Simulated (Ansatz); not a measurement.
# Cs (omega type): how the settings move a single-point run

How sensitive is a single-point run of Cs (omega type) to its settings? A reference run comes first, then one run with altered input.

Computed with Ansatz 0.2.0 (reference: DFT, PBE, PAW with Ansatz's default frozen-core files, scalar-relativistic, unless a step's input says otherwise).

## (1) The starting structure

It takes space group P6/mmm (No. 191, hexagonal). Conventional cell: a = 7.449 Å, b = 7.449 Å, c = 4.430 Å, α = 90.00°, β = 90.00°, γ = 120.00°. Cs (site symmetry 6/mmm) is surrounded by 2 Cs at 4.43 Å. Cs (site symmetry -6m2) is surrounded by 5 Cs at 4.30 to 4.43 Å.

Coordinates:

```
Cs
1.0
     7.44933    0.00000    0.00000
    -3.72467    6.45131    0.00000
     0.00000    0.00000    4.43043
Cs
3
Direct
  0.00000 0.00000 0.00000
  0.33333 0.66667 0.50000
  0.66667 0.33333 0.50000
```

## (2) Baseline

Input file input.yaml:

```yaml
crystal:
  lattice:
    - [7.4493316905, 0.0, 0.0]
    - [-3.7246658452, 6.4513104852, 0.0]
    - [0.0, 0.0, 4.4304345688]
  atoms:
    - { symbol: Cs, position: [0.0, 0.0, 0.0] }
    - { symbol: Cs, position: [0.3333333333, 0.6666666667, 0.5] }
    - { symbol: Cs, position: [0.6666666667, 0.3333333333, 0.5] }
kpoints:
  mp_grid: { grid: [4, 4, 6] }
scf:
  occupations: { method: fermi_dirac, width: 0.08 }
hamiltonian:
  xc: pbe
  pseudopotentials: { kind: paw }
output:
  forces: true
  stress: true
  eigenvalues: true
  populations: true
```

Command:

```console
> ansatz run input.yaml --threads 1 --pin off --max-ram 3072MiB --backend cpu --events-out ev --progress --plain --runs-dir out
```

## (3) Changing settings: symmetry.detect false

Changes to input.yaml since step 2:

```diff
@@ -9,2 +9,3 @@
     - { symbol: Cs, position: [0.6666666667, 0.3333333333, 0.5] }
+  symmetry: { detect: false }
 kpoints:
```

Q: Predict the outcome of this session. Wanted: for each run, ending; energy change; pressure; gap; force.

The runs gave:

```csv
run,ending,energy change,pressure (GPa),gap (eV),force (eV/Å),cycles,time
reference,converged,0,2.1,0.00,0.00,7,4.4 s
1: symmetry.detect false,converged,0.0 meV/atom,2.1,0.00,0.00,7,20 s
```

Residual by cycle in the longest SCF loop of each run; runs are numbered as in the table. The quantity is the density residual dr2, in eV.

```csv
cycle,reference,run 1
1,0.00278,0.00276
2,0.00126,0.00126
3,2.2e-4,2.1e-4
4,2.6e-5,2.7e-5
5,1.3e-6,1.3e-6
6,2.2e-7,2.0e-7
7,2.6e-8,2.2e-8
```

Energy and cycle count are those of the reference, so the change (use of symmetry) left the result and the number of cycles as they were. Cost: 20 s against 4.4 s.
